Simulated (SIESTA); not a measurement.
Cu:

```
Cu
1.0
     0.00000    1.80750    1.80750
     1.80750    0.00000    1.80750
     1.80750    1.80750    0.00000
Cu
1
Direct
  0.00000 0.00000 0.00000
```

Base run:

- Program: SIESTA 5.4.2
- Functional: PBE
- Potentials or basis: PseudoDojo 0.4 standard (PBE files)
- Basis: SZP (energy shift 0.003 Ry)
- Grid cutoff: 800 Ry
- Energy shift: 0.003 Ry
- k mesh: 13 × 13 × 13
- Occupations: fermi-dirac, width 0.05 eV
- Spin: no spin polarisation

Its results: band gap on the k mesh none (metal or under the smearing width); pressure -0.8 GPa.

The run is repeated on the same cell with these changes: basis from SZP (energy shift 0.003 Ry) to TZP (energy shift 0.003 Ry; two zetas on semicore shells). What comes out?

Band gap on the k mesh none (metal or under the smearing width); pressure 0.5 GPa.

Caveats: short orbitals over semicore shells can move pressures by several GPa; the basis of atomic orbitals isn't converged, which shifts pressures, moduli and gaps.
